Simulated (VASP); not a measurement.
A run of VASP 6.6.1 is set up as follows.

INCAR

```
ALGO     = Normal         # electronic algorithm
EDIFF    = 1E-7           # SCF threshold, eV
EDIFFG   = -0.005         # ionic threshold
ENCUT    = 600            # plane-wave cutoff, eV
GGA      = PE             # functional
IBRION   = 2              # ionic algorithm
ISIF     = 3              # what is computed and relaxed
ISMEAR   = 0              # smearing method
IVDW     = 12             # dispersion correction
KPAR     = 4            
LASPH    = True           # aspherical terms in the spheres
LCHARG   = False          # write CHGCAR
LREAL    = False          # projectors in reciprocal space
LWAVE    = False          # write WAVECAR
NELM     = 80             # most SCF steps
NSW      = 90             # ionic steps
PREC     = Accurate       # precision mode
SIGMA    = 0.03           # smearing width, eV
```

KPOINTS

```
k-points
0
Gamma
  10 10 10
```

POSCAR

```
ZnCu2SnS4                               
1.0
   -2.7001537016      2.7001537148      5.3902384147
    2.7001537016     -2.7001537148      5.3902384147
    2.7001537148      2.7001537016     -5.3902384147
  Zn              Cu              Sn              S             
     1     2     1     4
Direct
     0.2500000000000000    0.7500000000000000    0.5000000000000000
     0.0000000000000000    1.0000000000000000    0.0000000000000000
     0.7500000000000000    0.2500000000000000    0.5000000000000000
     0.5000000000000000    0.5000000000000000    0.0000000000000000
     0.3707377648888884    0.8964007335860670    0.0079334704397919
     0.1035992664139330    0.1115327368537249    0.4743370313028286
     0.8884672631462751    0.3628042944491037    0.9920665295602081
     0.6371957055508963    0.6292622351111116    0.5256629686971713
```

Potentials or basis: VASP PAW PBE potentials, release 64 (Zn, Cu, Sn_d, S).

The run is started by

```bash
$ cat potpaw_PBE.64/Zn/POTCAR potpaw_PBE.64/Cu/POTCAR potpaw_PBE.64/Sn_d/POTCAR potpaw_PBE.64/S/POTCAR > POTCAR
$ mpirun -np 4 vasp_std > vasp.out
```

Predict the band gap on the k mesh.

0.19 eV, direct.

What does it give for the dispersion energy per atom?

-0.344 eV.

Forces in eV/Å, atoms in the order of the input:
```
Zn   0.000  0.000  0.000
Cu   0.000  0.000  0.000
Cu   0.000  0.000  0.000
Sn   0.000  0.000  0.000
S   -0.002  0.001 -0.001
S    0.001  0.002  0.001
S    0.002 -0.001 -0.001
S   -0.001 -0.002  0.001
```

Caveat: spin-orbit coupling is left out, which moves the levels of the heavy elements. A k mesh can miss the band edges.
